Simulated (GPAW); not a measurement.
# HgTe (Coloradoite) (F-43m) in GPAW: single point with PBE

Aim: the single point of HgTe (Coloradoite) with PBE.

Program: GPAW 26.7.0. These are calculated values, not measurements. Logs are shortened: lines on timing, memory, paths and dates and some standing lists are left out, and cuts for length are marked. The log counts tension as positive stress, the text compression.

### 1 The structure

It takes space group F-43m (No. 216, cubic). Conventional cell: a = 6.429 Å, b = 6.429 Å, c = 6.429 Å, α = 90.00°, β = 90.00°, γ = 90.00°. Around Hg (site symmetry -43m) lie 4 Te at 2.78 Å. Te (site symmetry -43m) has 4 Hg at 2.78 Å as nearest neighbours.

### 2 Single point, PBE

File run.py:

```python
from ase.dft.bandgap import bandgap
from ase.io import read, write
from ase.units import GPa
from gpaw import GPAW, PW

atoms = read('HgTe.xyz')

calc = GPAW(mode=PW(400),
            xc='PBE',
            kpts={'size': (6, 6, 6), 'gamma': True},
            occupations={'name': 'fermi-dirac', 'width': 0.05},
            nbands=18,
            maxiter=120,
            txt='gpaw.txt')
atoms.calc = calc
energy = atoms.get_potential_energy()
forces = atoms.get_forces()
stress = atoms.get_stress()
calc.write('gs.gpw')
write('result.traj', atoms)
print(f'Energy: {energy:.6f} eV')
print('Forces (eV/A):')
print(forces.round(4))
print('Stress (GPa):', (stress / GPa).round(3))
print('Fermi level:', round(calc.get_fermi_level(), 4), 'eV')
print(f'Gap: {bandgap(calc)[0]:.4f} eV, direct: {bandgap(calc, direct=True)[0]:.4f} eV')
```

File HgTe.xyz:

```xyz
2
Lattice="0.0000000000 3.2145000000 3.2145000000 3.2145000000 0.0000000000 3.2145000000 3.2145000000 3.2145000000 0.0000000000" Properties=species:S:1:pos:R:3 pbc="T T T"
Hg     0.0000000000      0.0000000000      0.0000000000
Te     4.8217500000      4.8217500000      4.8217500000
```

Potentials or basis: GPAW PAW data sets (gpaw-data 1.2.1), pw.

Command:

```
OMP_NUM_THREADS=1 python run.py
```

gpaw.txt:

```text
__  _  _
 | _ |_)|_||  |
 |__||  | ||/\| - 26.7.0

Input parameters:
  mode=PW(ecut=400.0),
  kpts=MonkhorstPack(size=(6, 6, 6), gamma=True),
  maxiter=120,
  nbands=18,
  occupations=Occupations(name='fermi-dirac', width=0.05),
  xc=XC(name='PBE')

Diagonalizing LCAO Hamiltonian
Converting LCAO to pw mode

                      Te

       Hg

Atoms  # Å, Bohr magnetons
|   | symbol |        x |        y |        z |    initial magnetic moments |
|---|--------|----------|----------|----------|-----------------------------|
| 0 |     Hg | 0.000000 | 0.000000 | 0.000000 | ( 0.0000,  0.0000,  0.0000) |
| 1 |     Te | 4.821750 | 4.821750 | 4.821750 | ( 0.0000,  0.0000,  0.0000) |

Unit cell  # Å
| periodic |        x |        y |        z |  lengths |    angles |
|----------|----------|----------|----------|----------|-----------|
|      yes | 0.000000 | 3.214500 | 3.214500 | 4.545989 | 60.000000 |
|      yes | 3.214500 | 0.000000 | 3.214500 | 4.545989 | 60.000000 |
|      yes | 3.214500 | 3.214500 | 0.000000 | 4.545989 | 60.000000 |

Number of symmetries: 24
Symmetry operations  # r_c * U_cc + t_c -> r_c
|    | kind |            matrix            |
|----|------|------------------------------|
|  0 |  E   |  1, 0, 0,  0, 1, 0,  0, 0, 1 |
|  1 |  σ   |  1, 0, 0,  0, 0, 1,  0, 1, 0 |
|  2 |  σ   |  1, 0,-1,  0, 1,-1,  0, 0,-1 |
|  3 |  C3  |  1, 0,-1,  0, 0,-1,  0, 1,-1 |
|  4 |  C3  |  1,-1, 0,  0,-1, 1,  0,-1, 0 |
|  5 |  σ   |  1,-1, 0,  0,-1, 0,  0,-1, 1 |
|  6 |  σ   |  0, 1, 0,  1, 0, 0,  0, 0, 1 |
|  7 |  C3  |  0, 1, 0,  0, 0, 1,  1, 0, 0 |
|  8 |  C2  |  0, 1,-1,  1, 0,-1,  0, 0,-1 |
|  9 |  S4  |  0, 1,-1,  0, 0,-1,  1, 0,-1 |
| 10 |  C3  |  0, 0, 1,  1, 0, 0,  0, 1, 0 |
| 11 |  σ   |  0, 0, 1,  0, 1, 0,  1, 0, 0 |
| 12 |  S4  |  0, 0,-1,  1, 0,-1,  0, 1,-1 |
| 13 |  C3  |  0, 0,-1,  0, 1,-1,  1, 0,-1 |
| 14 |  S4  |  0,-1, 1,  1,-1, 0,  0,-1, 0 |
| 15 |  C2  |  0,-1, 1,  0,-1, 0,  1,-1, 0 |
| 16 |  C3  |  0,-1, 0,  1,-1, 0,  0,-1, 1 |
| 17 |  S4  |  0,-1, 0,  0,-1, 1,  1,-1, 0 |
| 18 |  S4  | -1, 1, 0, -1, 0, 1, -1, 0, 0 |
| 19 |  C3  | -1, 1, 0, -1, 0, 0, -1, 0, 1 |
| 20 |  C3  | -1, 0, 1, -1, 1, 0, -1, 0, 0 |
| 21 |  S4  | -1, 0, 1, -1, 0, 0, -1, 1, 0 |
| 22 |  σ   | -1, 0, 0, -1, 1, 0, -1, 0, 1 |
| 23 |  C2  | -1, 0, 0, -1, 0, 1, -1, 1, 0 |

BZ-sampling:
  Number of BZ points: 216
  Number of IBZ points: 16

  Monkhorst-Pack size: [6, 6, 6]
  Monkhorst-Pack shift: [0.08333333333333333, 0.08333333333333333, 0.08333333333333333]

K-points  # in reciprocal-cell coordinates
|     |                                coordinates |     weight |
|-----|--------------------------------------------|------------|
|   0 | (  0.00000000,   0.00000000,   0.00000000) | 0.00462963 |
|   1 | (  0.16666667,   0.16666667,   0.00000000) | 0.02777778 |
|   2 | (  0.16666667,   0.16666667,   0.16666667) | 0.03703704 |
|   3 | (  0.33333333,   0.16666667,   0.16666667) | 0.05555556 |
|   4 | (  0.33333333,   0.33333333,  -0.33333333) | 0.05555556 |
|   5 | (  0.33333333,   0.33333333,   0.00000000) | 0.02777778 |
|   6 | (  0.33333333,   0.33333333,   0.16666667) | 0.11111111 |
|   7 | (  0.33333333,   0.33333333,   0.33333333) | 0.03703704 |
|   8 | (  0.50000000,   0.33333333,  -0.33333333) | 0.11111111 |
|   9 | (  0.50000000,   0.33333333,  -0.16666667) | 0.05555556 |
| ... |                                            |            |
|  15 | (  0.50000000,   0.50000000,   0.50000000) | 0.01851852 |

Plane wave coefficients: 1243
Cutoff: 400.0 eV

Spin-components: 1 (collinear spins)
Bands:           18
Projectors:      11
Spin-degeneracy: 2
Datatype:        complex128

Parallelization:
  kpt:    1
  domain: 1
  band:   1

Density:
  Valence electrons: 24.0
  Components: 1
  Grid points: [21 21 21]
  Charge: 0.0  # |e|

Potential:
  Grid points: [21 21 21]

species:
  Hg:
    name:    Mercury
    Z:       80.0
    valence: 18
    core:    62
    charge:  0.0  # [|e|]
    compensation charges:
      type: gauss
      rc: 0.41  # [Å]
      lmax: 2
    cutoffs:
      filter: 2.17  # [Å]
      core: 2.06  # [Å]
    projectors
    | kind |    occ | energy [eV] | rcut [Å] |
    |------|--------|-------------|----------|
    |   6s |  2.000 |      -6.783 |    1.307 |
    |   5p |  6.000 |     -66.572 |    1.291 |
    |   6p |  0.000 |      -1.056 |    1.291 |
    |   5d | 10.000 |      -9.891 |    1.302 |
    |    s |        |      20.429 |    1.307 |
    |    d |        |      17.320 |    1.302 |

    Using partial waves for Hg as LCAO basis

  Te:
    name:    Tellurium
    Z:       52.0
    valence: 6
    core:    46
    charge:  0.0  # [|e|]
    compensation charges:
      type: gauss
      rc: 0.36  # [Å]
      lmax: 2
    cutoffs:
      filter: 2.09  # [Å]
      core: 3.17  # [Å]
    projectors
    | kind |    occ | energy [eV] | rcut [Å] |
    |------|--------|-------------|----------|
    |   5s |  2.000 |     -15.089 |    1.180 |
    |   5p |  4.000 |      -5.955 |    1.196 |
    |    s |        |      12.123 |    1.180 |
    |    p |        |      21.256 |    1.196 |
    |    d |        |       0.000 |    1.238 |

    Using partial waves for Te as LCAO basis

Reference energy: -717946.462161  # eV

eigensolver:
  PPCG
  Converge bands: occupied
  niter=2

density mixing:
  MSR1-Mixer
  Pratt-step length: 0.05
  Maximum mixing coefficient: 0.75
  Old densities: 10
  SVD Regularization: 0.005
  Good broyden scale: 1.0
  Trust region scale: 1.0
  Backstep threshold: 4.0
  History deletion threshold: 6.0
  Fourier metric: weight=20.0, sigma=0.015

occupation numbers:
  Fermi-Dirac:
    width: 0.0500  # eV

poisson solver:
  ecut: 3200.0  # eV

xc functional:
  name: PBE with 2 nearest neighbor stencil

convergence criteria:
- Maximum [total energy] change in last 3 cyles: 0.0005 eV / valence electron
- Maximum integral of absolute [dens]ity change: 0.0001 electrons / valence electron
- Maximum integral of absolute [eigenst]ate change: 4e-08 eV^2 / valence electron
maximum number of iterations: 120

SCF iterations
|iter     | |      energy | eigst |  dens |
|---------|-|-------------|-------|-------|
|iter:   1| |   -4.485004 | -0.11 |       |
|iter:   2| |   -4.444737 | -2.10 | -1.44 |
|iter:   3| |   -4.335714 | -2.00 | -1.48 |
|iter:   4| |   -4.346067 | -2.72 | -1.88 |
|iter:   5| |   -4.352375 | -3.07 | -2.21 |
|iter:   6| |   -4.352699c| -4.45 | -3.24 |
|iter:   7| |   -4.352749c| -5.13 | -3.71 |
|iter:   8| |   -4.352749c| -6.75 | -4.28c|
|iter:   9| |   -4.352749c| -7.33 | -4.98c|
|iter:  10| |   -4.352749c| -7.78c| -5.47c|

Converged in 10 steps
Energy contributions relative to reference atoms: (reference = -717946.462161)

Energy contributions:
  Kinetic:          30.410732
  Coulomb:         -25.157727
  Zero:             -1.911177
  External:          0.000000
  Xc:               -7.694102
  Entropy:          -0.000949
  Spinorbit:         0.000000
  ----------------------------
  Free energy:      -4.353224
  Extrapolated:     -4.352749

dipole moment: (-17.496545, -17.496545, -17.496545)  # |e|*Ang

Fermi level: 4.737
Eigenvalues  # (at kpt = [0.000, 0.000, 0.000])
| band index |      eig [eV] | occ [0-2] |
|------------|---------------|-----------|
|          0 |       -58.869 |     2.000 |
|        ... |               |           |
|          5 |        -2.855 |     2.000 |
|          6 |        -2.855 |     2.000 |
|          7 |        -2.330 |     2.000 |
|          8 |        -2.330 |     2.000 |
|          9 |         4.141 |     2.000 |
|         10 |         4.700 |     1.346 |
|         11 |         4.700 |     1.346 |
|         12 |         4.700 |     1.346 |
|         13 |         8.934 |     0.000 |
|         14 |         8.934 |     0.000 |
|         15 |         8.934 |     0.000 |
|         16 |        11.253 |     0.000 |
|         17 |        14.427 |     0.000 |

No gap
No difference between direct/indirect transitions

Forces  # eV/Ang
|       x |        y |        z |
|---------|----------|----------|
| 0.00000 | -0.00000 | -0.00000 |  # Hg   0
| 0.00000 | -0.00000 | -0.00000 |  # Te   1

Stress tensor  # eV/Ang^3
|         x |         y |         z |
|-----------|-----------|-----------|
| -0.021500 | -0.000000 | -0.000000 |
| -0.000000 | -0.021500 |  0.000000 |
| -0.000000 |  0.000000 | -0.021500 |

# Writing to gs.gpw (mode='')
```

Run time: 13 s. Hardware: 1 thread of AMD EPYC 7R43 (Zen 3), shared host; peak memory 0.14 GiB.

The run converged, but some of its settings lie outside the range that counts as converged, so its numbers aren't taken as properties of the crystal.

Results:

```
Free energy            : -4.3532 eV
Pressure               : 3.4 GPa
Band gap on the k mesh : none (metal or under the smearing width)
```

Caveat: the cutoff is short for stress and forces, so pressures can be off by a GPa or more.
